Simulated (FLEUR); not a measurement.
# P (R-3m) in FLEUR: a series of runs

One crystal, P, is run at these levels: PBE+D3, PBEsol, PBE; tasks: relaxation of the atoms, single point.

All numbers are computed with FLEUR MaX-R8.1 (later development tree); they aren't measurements. Logs are shortened: lines on timing, memory, paths and dates and some standing lists are left out, and cuts for length are marked.

## Step 1: The structure

The structure is trigonal, space group R-3m (No. 166). Conventional cell: a = 3.451 Å, b = 3.451 Å, c = 9.389 Å, α = 90.00°, β = 90.00°, γ = 120.00°. Around P (site symmetry 3m) lie 3 P at 2.29 Å.

This isn't the form of P at room conditions, which is orthorhombic.

## Step 2: Relaxation of the atoms, PBE+D3

The input, inp.xml:

```xml
<?xml version="1.0" encoding="UTF-8" standalone="no"?>
<fleurInput fleurInputVersion="0.39">
   <comment>
      P                                                                                                   
   </comment>
   <calculationSetup>
      <cutoffs Kmax="4.6" Gmax="14.3" GmaxXC="14.3" numbands="0"/>
      <scfLoop itmax="50" minDistance="0.00001" maxIterBroyd="15" imix="Anderson" alpha="0.05" precondParam="0.0" spinf="2.0" sdNocoIR="T"/>
      <coreElectrons ctail="T" frcor="F" kcrel="0" coretail_lmax="0"/>
      <xcFunctional name="pbe" relativisticCorrections="F"/>
      <magnetism jspins="1"/>
      <soc l_soc="F" theta="0.0" phi="0.0" spav="F"/>
      <expertModes spex="0" secvar="F" vdW="D3"/>
      <geometryOptimization l_f="T" forcealpha="1.0" forcemix="BFGS" epsdisp="0.0005" epsforce="0.0005"/>
      <ldaU l_linMix="F" mixParam="0.05" spinf="1.0"/>
   </calculationSetup>
   <cell>
      <bzIntegration valenceElectrons="22.0" mode="gauss" fermiSmearingEnergy="0.00073499">
         <kPointListSelection listName="default-1"/>
         <!-- k-points included here -->
         <xi:include xmlns:xi="http://www.w3.org/2001/XInclude" href="kpts.xml"> </xi:include>
      </bzIntegration>
      <!-- symmetry operations included here -->
      <xi:include xmlns:xi="http://www.w3.org/2001/XInclude" href="sym.xml"> </xi:include>
      <bulkLattice scale="1.0">
         <bravaisMatrix>
            <row-1>    3.2611479527465850     1.8828246484504163     5.9142380805038144</row-1>
            <row-2>   -3.2611479527465850     1.8828246484504163     5.9142380805038144</row-2>
            <row-3>    0.0000000000000000    -3.7656492967118598     5.9142380805038144</row-3>
         </bravaisMatrix>
      </bulkLattice>
   </cell>
   <atomSpecies>
      <species name="Phosphorous (P)" element="P" atomicNumber="15">
         <mtSphere radius="2.01" gridPoints="665" logIncrement="0.017"/>
         <atomicCutoffs lmax="8" lnonsphr="6"/>
         <electronConfig flipSpins="F">
            <coreConfig>(1s1/2) (2s1/2)</coreConfig>
            <valenceConfig>(2p1/2) (2p3/2) (3s1/2) (3p1/2) (3p3/2)</valenceConfig>
            <stateOccupation state="(3p1/2)" spinUp="0.500000" spinDown="0.500000"/>
            <stateOccupation state="(3p3/2)" spinUp="1.000000" spinDown="1.000000"/>
         </electronConfig>
         <energyParameters s="3" p="3" d="3" f="4"/>
         <lo type="SCLO" l="1" n="2" eDeriv="0"/>
         <lo type="SCLO" l="0" n="3" eDeriv="2"/>
         <lo type="SCLO" l="2" n="3" eDeriv="2"/>
         <lo type="SCLO" l="3" n="4" eDeriv="2"/>
      </species>
   </atomSpecies>
   <atomGroups>
      <atomGroup species="Phosphorous (P)">
         <relPos label="                   1">-.2270802500 -.2270802500 -.2270802500</relPos>
         <relPos label="                   2">.2270802500 .2270802500 .2270802500</relPos>
         <force calculate="T" relaxXYZ="TTT"/>
      </atomGroup>
   </atomGroups>
   <output dos="F" band="F" slice="F">
      <checks vchk="F" cdinf="F"/>
      <bandDOS minEnergy="-.5*Htr" maxEnergy="0.5*Htr" sigma="0.015" storeEVData="T"/>
      <vacuumDOS vacdos="F" integ="F" star="F" nstars="0" locx1="0.0" locy1="0.0" locx2="0.0" locy2="0.0" nstm="0" tworkf="0.0"/>
      <unfoldingBand unfoldBand="F" supercellX="1" supercellY="1" supercellZ="1"/>
      <plotting iplot="0" polar="F">
         <plot TwoD="T" vec1="  1.0  0.0  0.0" vec2="  0.0  1.0  0.0" vec3="  0.0  0.0  1.0" zero="  0.0  0.0  0.0" file="plot"/>
      </plotting>
      <chargeDensitySlicing numkpt="0" minEigenval="0.0" maxEigenval="0.0" nnne="0" pallst="F"/>
      <specialOutput eonly="F"/>
      <moessbauerParams electricFieldGradient="T" isomerShift="T" coreHyperfine="T" valenceHyperfine="T"/>
      <magneticCircularDichroism mcd="F" energyLo="-10.0" energyUp="0.0"/>
   </output>
  <!-- We include the file relax.xml here to enable relaxations (see documentation) -->
  <xi:include xmlns:xi="http://www.w3.org/2001/XInclude" href="relax.xml"> <xi:fallback/> </xi:include>
</fleurInput>
```

The input, crystal.txt:

```
P
&input cartesian=F /
1.7257251780  0.9963478961  3.1296800121
-1.7257251780  0.9963478961  3.1296800121
0.0000000000  -1.9926957921  3.1296800121
1.8897261246
1.0 1.0 1.0

2
15 0.7729197500  0.7729197500  0.7729197500
15 0.2270802500  0.2270802500  0.2270802500

&kpt div1=5 div2=5 div3=5 gamma=T /
```

Potentials or basis: all-electron, FLAPW.

Command:

```sh
inpgen -f crystal.txt -profile fastHighL
# inp.xml edited to the form shown
fleur_MPI   # started 3 times, once a step
```

What it wrote:

```text
[run 1 of the program]

      Welcome to FLEUR        (www.flapw.de)
      MaX-Release 8.1          (www.max-centre.eu)

 ========== k-point set info ==========
 Selected k-point list: default-1
 k-point list type: mesh
 5 x 5 x 5
 Number of k points: 19

 ------------Calculation Setup---------------------------
 Number of MPI-tasks      :            1
 Number of PE/node        :            1
 Number of OMP-threads    :            1
 Most efficient MPI parallelization for:
           1          19
 Additional eigenvalue parallelization possible
 Number of basis functions:          427
 Approximate size of matrices (H+S) per k-point:         0.003 GB
 --------------------------------------------------------
 Iteration:     1   Distance:       6.91662678 me/bohr^3
 Iteration:     2   Distance:       6.51830673 me/bohr^3
 Iteration:     3   Distance:       2.00676626 me/bohr^3
 Iteration:     4   Distance:       1.53232609 me/bohr^3
 Iteration:     5   Distance:       0.20751816 me/bohr^3
 Iteration:     6   Distance:       0.16731431 me/bohr^3
 Iteration:     7   Distance:       0.01782666 me/bohr^3
 Iteration:     8   Distance:       0.01041484 me/bohr^3
 Iteration:     9   Distance:       0.00155464 me/bohr^3
 Iteration:    10   Distance:       0.00020356 me/bohr^3
 Iteration:    11   Distance:       0.00020577 me/bohr^3
 Iteration:    12   Distance:       0.00002800 me/bohr^3
 Iteration:    13   Distance:       0.00001667 me/bohr^3
 Iteration:    14   Distance:       0.00000173 me/bohr^3
 Reset of history

 ********************************************************************
 Run finished successfully
 Stop message:
   Structural relaxation: new displacements generated
 ********************************************************************
```

relax.xml:

```text
 <!-- Attention, absolute coordinates used here -->
 <relaxation>
   <displacements>
    <displace>   0.0000000000   -0.0000000001   -0.0102613013 </displace>
  </displacements>
   <relaxation-history>
    <step energy="     -684.2050726073">
      <posforce>   0.0000000000    0.0000000000   -4.0290199856    0.0000000000    0.0000000000   -0.0019239392 </posforce>
    </step>
    <step energy="     -684.2050764703">
      <posforce>   0.0000000000    0.0000000000   -4.0309439248    0.0000000000    0.0000000000   -0.0015631844 </posforce>
    </step>
    <step energy="     -684.2050908846">
      <posforce>   0.0000000000   -0.0000000001   -4.0392805334    0.0000000000    0.0000000000   -0.0000001413 </posforce>
    </step>
   </relaxation-history>
 </relaxation>
```

out.xml (last iteration):

```text
<iteration numberForCurrentRun="   11" overallNumber="   33">
         <energyParameters units="Htr">
            <atomicEP atomType="1" spin="1" branch="3s" branchLowest="-5.88" branchHighest="1.06" value="-0.1454877479"/>
            <atomicEP atomType="1" spin="1" branch="3p" branchLowest="-4.06" branchHighest="1.59" value="0.0783379398"/>
            <atomicEP atomType="1" spin="1" branch="3d" branchLowest="-9.99" branchHighest="2.10" value="0.2907777318"/>
            <atomicEP atomType="1" spin="1" branch="4f" branchLowest="-9.99" branchHighest="4.62" value="0.4587264167"/>
            <loAtomicEP atomType="1" spin="1" branch="2p" branchLowest="-9.99" branchHighest="-4.06" value="-4.0646028802"/>
            <loAtomicEP atomType="1" spin="1" branch="3s" branchLowest="-5.88" branchHighest="1.06" value="-0.1454877479"/>
            <loAtomicEP atomType="1" spin="1" branch="3d" branchLowest="-9.99" branchHighest="2.10" value="0.2907771834"/>
            <loAtomicEP atomType="1" spin="1" branch="4f" branchLowest="-9.99" branchHighest="4.62" value="0.4587296079"/>
         </energyParameters>
         <eigenvalues>
            <eigenvaluesAt spin="1" ikpt="1" k_x="0.00000000" k_y="0.00000000" k_z="0.00000000">
                      -4.0650252007       -4.0650252007       -4.0648204488       -4.0648204488       -4.0636996689
                      -4.0635717353       -0.2500556716        0.2230631787        0.2393606639        0.2514258244
                       0.2514258244        0.4085190070        0.4551074690        0.4551074691        0.5674021268
                       0.5674021268        0.6146225488        0.6146225488
            </eigenvaluesAt>
            <eigenvaluesAt spin="1" ikpt="2" k_x="0.00000000" k_y="0.00000000" k_z="0.20000000">
                      -4.0650285207       -4.0650117386       -4.0648383153       -4.0648177028       -4.0636865042
                      -4.0635817949       -0.2263225903        0.1037655233        0.2310230047        0.2366672884
                       0.2986846754        0.4155515557        0.4308471431        0.4394205608        0.5369540068
                       0.5648898880        0.5653213467        0.7432701680
            </eigenvaluesAt>
            <eigenvaluesAt spin="1" ikpt="3" k_x="0.00000000" k_y="0.00000000" k_z="0.40000000">
                      -4.0650335726       -4.0649828992       -4.0648750006       -4.0648135810       -4.0636566752
                      -4.0636060658       -0.1577272662       -0.0369546470        0.2196548581        0.2306996406
                       0.3258568752        0.3578198789        0.3752688889        0.3812513099        0.6280636561
                       0.6863871749        0.6971491282        0.7971104734
            </eigenvaluesAt>
            <eigenvaluesAt spin="1" ikpt="4" k_x="0.00000000" k_y="0.20000000" k_z="0.20000000">
                      -4.0650311472       -4.0650095286       -4.0648416084       -4.0648155977       -4.0636859511
                      -4.0635824385       -0.2206705244        0.1168578616        0.1826088128        0.2091323519
                       0.2963011262        0.3998880052        0.4385356773        0.5048521009        0.5507390880
                       0.5981561785        0.6119153937        0.6807437648
            </eigenvaluesAt>
         </eigenvalues>
         <FermiEnergy value="0.3575957887" units="Htr"/>
         <valenceDensity>
            <mtCharges spin="1">
               <mtCharge atomType="1" total="8.7573433" s="1.1772677" p="7.4646790" d="0.1068239" f="0.0072619"/>
            </mtCharges>
            <spinDependentCharge spin="1" total="22.0000001" interstitial="4.4853134" mtSpheres="17.5146867"/>
            <totalCharge value="22.0000001017"/>
         </valenceDensity>
         <coreStates atomType="     1" atomicNumber=" 15" spin="1" kinEnergy="    245.5832651206" eigValSum="   -163.9208672589" lostElectrons=" 0.000095">
            <state n="1" l="0" j="0.5" energy="-76.0766829991" weight="1.0000000000"/>
            <state n="2" l="0" j="0.5" energy="-5.8837506304" weight="1.0000000000"/>
         </coreStates>
         <allElectronCharges>
            <spinDependentCharge spin="1" total="30.0000001" interstitial="4.4855036" mtSpheres="25.5144965"/>
            <totalCharge value="30.0000000967"/>
         </allElectronCharges>
         <moessbauerParams unitsHFF="kG" unitsIS="e/bohr^3" unitsEFG="Htr/bohr^2">
            <coreIsomerShift atomType="1" isTotal="2377.08139">
               <shell n="1" l="0" isomerShift="2214.01957"/>
               <shell n="2" l="0" isomerShift="163.06182"/>
            </coreIsomerShift>
            <isomerShift atomType="1" nucleusRadius="0.0000742" averageDensity="2390.79292"/>
            <electricFieldGradient atomType="1" VXX="0.16214" VYY="0.16214" VZZ="-0.32429" asymParam="0.00000">
            </electricFieldGradient>
         </moessbauerParams>
         <totalEnergy                                    value="     -684.2050908846" units="Htr">
            <sumOfEigenvalues                            value="     -375.7116171253">
               <coreElectrons value="-327.8417345179"/>
               <valenceElectrons value="-47.8698826074"/>
            </sumOfEigenvalues>
            <densityCoulombPotentialIntegral value="-1002.2672021270"/>
            <densityEffectivePotentialIntegral value="-1062.2469590996"/>
            <chargeDenXCDenIntegral value="-46.4175195285"/>
            <FockExchangeEnergyValence value="0.0000000000"/>
            <FockExchangeEnergyCore value="0.0000000000"/>
            <vdWEnergy value="-0.0101364343"/>
            <atomTypeDependentContributions atomType="1">
               <electronNucleiInteractionDifferentMTs value="804.1412276616"/>
               <MadelungTerm value="-19.0379481709"/>
            </atomTypeDependentContributions>
            <tkbTimesEntropy value="0.0000000000"/>
            <freeEnergy value="-684.2050908846"/>
            <extrapolationTo0K value="-684.2050908846"/>
         </totalEnergy>
         <totalForcesOnRepresentativeAtoms units="Htr/bohr">
            <forceTotal atomType="1" x="0.000000" y="0.000000" z="-4.039281" F_x="0.00000000" F_y="0.00000000" F_z="-0.00000014"/>
         </totalForcesOnRepresentativeAtoms>
      </iteration>
```

Run time: 72 s. Hardware: 1 thread of Arm Neoverse V1, shared host; peak memory 0.06 GiB.

The run converged, but runs of this kind are known to go wrong with this program or these potentials, so none of its numbers is taken as a property of the crystal.

Caveat: the k mesh is coarse (spacing up to 0.44 Å⁻¹), so the values aren't converged; this program's D3 term has one parameter set for all functionals and differs from the reference program's by some per cent or more.

(Continued in part 2 of 2.)
